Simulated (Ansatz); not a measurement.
Runs of Ansatz 0.2.0 on TaN. The structure is cubic, space group Fm-3m (No. 225). Conventional cell: a = 4.423 Å, b = 4.423 Å, c = 4.423 Å, α = 90.00°, β = 90.00°, γ = 90.00°. Around Ta (site symmetry m-3m) lie 6 N at 2.21 Å. N (site symmetry m-3m) is surrounded by 6 Ta at 2.21 Å. The cell comes from a database or a generator and needn't be the stable form of this composition.

```csv
task,level,k mesh,points for each segment of the path,mesh quality,gap on the mesh (eV),pressure (GPa),V0 of scaled cells (Å³/atom),B0 (GPa)
equation of state,HSE06,6 × 6 × 6,-,coarse,-,-,10.52,365
equation of state,PBE0,6 × 6 × 6,-,coarse,-,-,10.52,(a)
band structure,HSE06,8 × 8 × 8,4,not flagged,none,-9.7,-,-
single point,PBE0,8 × 8 × 8,-,not flagged,none,-9.7,-,-
```

Alike in all rows: potentials or basis Ansatz PAW; no spin polarisation; cell as given; cutoff (eV) 420; smearing fermi-dirac 0.05 eV.

Problem. Fill in the values left out.

Solution. (a) 367.

Caveats: some runs use coarse meshes; the PAW data sets were made with another functional, which shifts forces and pressure a little (some runs); the PAW data sets come from PBE, with cores solved anew for the run's functional, which leaves a small shift of forces and pressure (some runs); the thresholds are loose for stress (some runs); spin-orbit coupling is left out, which moves the levels of the heavy elements (some runs).

A k mesh can miss the band edges, and the runs leave out spin-orbit coupling on Ta.

A gap of «none» marks a metal or a gap under the smearing width.
